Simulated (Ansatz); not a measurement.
# NaCl: the cost of one run

Program: Ansatz 0.2.0. Level of theory: DFT PBE+D3(BJ), scalar-relativistic, plane waves, PAW. These are calculated values, not measurements.

1 further run of the same task is left out (set aside as unsound or not needed).

## 1. The starting structure

Symmetry: P2_1/m, No. 11, monoclinic system. Conventional cell: a = 4.580 Å, b = 5.577 Å, c = 4.641 Å, α = 90.00°, β = 116.81°, γ = 90.00°. Na (site symmetry m) is surrounded by 5 Cl at 2.71 to 2.79 Å. Around Cl (site symmetry m) lie 5 Na at 2.71 to 2.79 Å.

Coordinates:

```cif
data_structure
_symmetry_space_group_name_H-M 'P2_1/m'
_symmetry_Int_Tables_number 11
_cell_length_a 4.5796
_cell_length_b 5.5772
_cell_length_c 4.6412
_cell_angle_alpha 90.000
_cell_angle_beta 116.811
_cell_angle_gamma 90.000
_cell_volume 105.80
loop_
_atom_site_label
_atom_site_type_symbol
_atom_site_symmetry_multiplicity
_atom_site_Wyckoff_symbol
_atom_site_fract_x
_atom_site_fract_y
_atom_site_fract_z
_atom_site_occupancy
Na1 Na 2 e 0.33030 0.75000 0.17273 1
Cl1 Cl 2 e 0.67134 0.75000 0.82411 1
```

The cell was relaxed beforehand at this level, from a generated guess; it is a trial structure. At a tolerance of 0.02 Å it has space group P2_1/m (No. 11); it has 26.45 Å³/atom, an uncorrected energy of -1.90 eV/atom over the elements and, on its mesh, gap 4.86 eV.

## 2. Point at V/V0 = 0.97

input.yaml reads:

```yaml
crystal:
  lattice:
    - [4.5333001741, 0.0, 0.0]
    - [0.0, 5.5208835343, 0.0]
    - [-2.0722635177, 0.0, 4.1004485281]
  atoms:
    - { symbol: Na, position: [0.3303002175, 0.75, 0.1727299337] }
    - { symbol: Na, position: [0.6696997825, 0.25, 0.8272700663] }
    - { symbol: Cl, position: [0.6713427262, 0.75, 0.8241100717] }
    - { symbol: Cl, position: [0.3286572738, 0.25, 0.1758899283] }
basis:
  ecutwfc: 420
kpoints:
  mp_grid: { grid: [6, 4, 6] }
hamiltonian:
  xc: pbe
  dispersion: d3bj
scf:
  occupations: { method: gaussian, width: 0.02 }
output:
  forces: true
  stress: true
  eigenvalues: true
  write_density: true
  write_potential: true
  elf: true
  volumetric_format: npy
relax:
  adjacent_minimum: "off"
  f_tol: 0.01
  max_steps: 30
  cell: { stress_tol: 0.1, fix: [volume] }
```

The run is started by

```bash
$ ansatz run input.yaml --threads 1 --pin off --max-ram 2048MiB --backend cpu --events-out ev --progress --plain --runs-dir out
```

What time and memory should one allow on 1 thread of Intel Xeon Platinum 8488C (Sapphire Rapids), shared host?

About 9.4 s, with a peak of 0.47 GiB.
